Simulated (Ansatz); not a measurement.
**SrO: band gap under strain**

How does strain move the band edges of SrO in the rocksalt structure, and do the functionals agree on it? States: +4.0 % biaxial strain in the (111) plane, free along [111]; +2.5 % equal strain in all directions; +0.5 % biaxial strain in x and y, free along z.

Program: Ansatz 0.2.0. PAW datasets, plane waves. The values are computed, spin-unpolarised, and not measurements.

## (1) The system as given

The unstrained cell was relaxed with r2SCAN; in each strained cell the atoms were relaxed again with r2SCAN. Names of k-points are those of the unstrained zone, where strain can split equivalent points. First state: +4.0 % biaxial strain in the (111) plane, free along [111].

The symmetry is R-3m (No. 166, trigonal); a = 3.794 Å, c = 8.690 Å in the conventional setting, 18.06 Å³ an atom. Near Sr stand 6 O at 2.63 Å; near O stand 6 Sr at 2.63 Å.

Structure file:

Space group R-3m:H (No. 166). a = 3.794 Å, b = 3.794 Å, c = 8.690 Å, α = 90.00°, β = 90.00°, γ = 120.00°
```tsv
atom	site	symmetry	x	y	z
Sr	3a	-3m	0.0000	0.0000	0.0000
O	3b	-3m	0.3333	0.6667	0.1667
```

From earlier runs on the unstrained cell: PBE 3.32 eV, r2SCAN 3.80 eV, HSE06 4.79 eV; a = 5.160 Å.

## (2) +4.0 % biaxial strain in the (111) plane, free along [111]: PBE

input.yaml

```yaml
crystal:
  lattice:
    - [-0.1162875728, 2.5668004475, 2.5668004475]
    - [2.5668004475, -0.1162875728, 2.5668004475]
    - [2.5668004475, 2.5668004475, -0.1162875728]
  atoms:
    - { symbol: Sr, position: [0.0, 0.0, 0.0] }
    - { symbol: O, position: [0.5, 0.5, 0.5] }
kpoints:
  mp_grid: { grid: [8, 8, 8] }
  band_path:
    path:
      - [0.0, 0.0, 0.0]
      - [0.5, 0.0, 0.5]
      - [0.625, 0.25, 0.625]
      - [0.375, 0.375, 0.75]
      - [0.5, 0.5, 0.5]
      - [0.5, 0.25, 0.75]
      - [0.0, 0.5, 0.5]
    npoints: 1
hamiltonian:
  xc: pbe
scf:
  occupations: { method: fermi_dirac, width: 0.02 }
  n_extra_bands: 4
output:
  forces: true
  stress: true
  eigenvalues: true
```

Run with:

```console
$ ansatz run input.yaml --threads 4 --pin off --max-ram 4608MiB --backend cpu --events-out ev --progress --plain --runs-dir out
```

Further steps of the session: +4.0 % biaxial strain in the (111) plane, free along [111]: r2SCAN; +4.0 % biaxial strain in the (111) plane, free along [111]: HSE06; +2.5 % equal strain in all directions: PBE; +2.5 % equal strain in all directions: r2SCAN; +2.5 % equal strain in all directions: HSE06; +0.5 % biaxial strain in x and y, free along z: PBE; +0.5 % biaxial strain in x and y, free along z: r2SCAN; +0.5 % biaxial strain in x and y, free along z: HSE06.

Q: Predict the outcome of this session.

The runs gave:

Least gap in eV (negative: overlap), with the change from the unstrained cell in brackets:

| state | volume change (%) | PBE | r2SCAN | HSE06 |
| --- | --- | --- | --- | --- |
| +4.0 % biaxial strain in the (111) plane, free along [111] | +5.2 | 3.22 (-0.10) | 3.69 (-0.11) | 4.67 (-0.12) |
| +2.5 % equal strain in all directions | +7.7 | 3.34 (+0.02) | 3.81 (+0.01) | 4.79 (+0.00) |
| +0.5 % biaxial strain in x and y, free along z | +0.7 | 3.29 (-0.03) | 3.77 (-0.03) | 4.76 (-0.03) |

In words: With HSE06, of the states in the table +4.0 % biaxial strain in the (111) plane, free along [111] shifts the gap most, by -0.123 eV. PBE and HSE06 differ by 1.48 eV on the unstrained gap, and by at most 0.03 eV on its change.
